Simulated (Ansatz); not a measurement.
SF6 on a (100) slab of Si₃N₄ (P6_3/m (No. 176)), 10 planes, outer planes Si (top) and Si (bottom), its top face closed with F (H on the anions), its bottom face closed with F (H on the anions), 1 a cell of 44.4 Å², relaxed and still whole (its atoms last):

```xyz
43
Lattice="5.8226 0.0000 0.0000 0.0000 7.6192 0.0000 0.0000 0.0000 29.7436" Properties=species:S:1:pos:R:3 pbc="T T T"
Si    2.1835    4.0309    9.6112
Si    5.0948    4.0309    9.6112
N     0.7278    0.0000   10.0923
N     3.6391    0.0000   10.0923
N     0.7278    4.8389   10.1147
N     3.6391    4.8389   10.1147
N     2.1835    2.4388   10.3118
N     5.0948    2.4388   10.3118
Si    0.7278    1.5988   10.7599
Si    3.6391    1.5988   10.7599
Si    0.7278    6.2417   11.1431
Si    3.6391    6.2417   11.1431
N     2.1835    6.2097   12.0946
N     5.0948    6.2097   12.0946
N     0.7278    1.4111   12.4856
N     3.6391    1.4100   12.4851
Si    2.1837    1.3407   13.4428
Si    5.0945    1.3407   13.4428
Si    2.1837    5.9756   13.8216
Si    5.0945    5.9756   13.8216
N     0.7278    5.1271   14.2760
N     3.6391    5.1273   14.2808
N     2.1841    2.7209   14.5142
N     5.0942    2.7209   14.5142
N     2.1835   -0.0500   14.4446
N     5.0948   -0.0500   14.4446
Si    0.7278    3.5400   14.9505
Si    3.6391    3.5397   14.9572
F     2.1835    3.8912    8.0161
F     5.0948    3.8912    8.0161
H     0.7278    7.4768    9.0890
H     3.6391    7.4768    9.0890
H     2.1842    0.0974   15.4491
H     5.0941    0.0974   15.4491
F     0.7278    3.7092   16.5445
F     3.6391    3.7033   16.5533
S     0.7278    3.7041   20.9073
F     1.6392    2.3928   20.9094
F    -0.1836    5.0151   20.9096
F     2.0390    4.6148   20.9097
F    -0.5834    2.7931   20.9095
F     0.7278    3.7038   22.5030
F     0.7278    3.7041   19.3175
```

These are results of DFT PBE+D3(BJ), scalar-relativistic, plane waves, PAW (Ansatz), not measurements. Plane waves to 420 eV, a k mesh through Γ of 3×2×1 on the computed 43-atom cell and Gaussian smearing (0.05 eV); no spin polarisation. The cell repeats along c with a dipole correction in the vacuum.

It binds with 0.09 eV a molecule against the clean slab and the free molecule (no zero-point or thermal terms); its shortest contact is F–F 2.77 Å. Take first-order desorption with no barrier to adsorption, no reaction on the face and an assumed prefactor of 10^13 s⁻¹.

**Question.** How long does a molecule stay at 473 K?

**Answer.** τ = ν⁻¹·exp(E/k_BT) with k_BT = 0.0408 eV: E/k_BT = 2.2, so τ ≈ 9×10^-13 s. At about one hit a site a second (10⁻⁶ mbar) the coverage is near τ × 1 s⁻¹, so a layer needs more than atmospheric pressure.

**Question.** Where does its peak lie in a desorption experiment heated at 1 K/s?

**Answer.** The peak obeys E/(k_B·T_p²) = (ν/β)·exp(−E/k_BT_p). Solving gives T_p ≈ 35 K (E/k_BT_p = 30.1). An error of 0.1 eV in E moves it by about 39 K, and larger molecules have larger prefactors, which lowers it.

**Question.** Is this physisorption or chemisorption?

**Answer.** The tightest contact, F–F 2.77 Å, is 2.43 times the sum of covalent radii, and deformation and lateral interaction add up to -0.03 eV; under 0.01 e cross the plane between them. This is physisorption.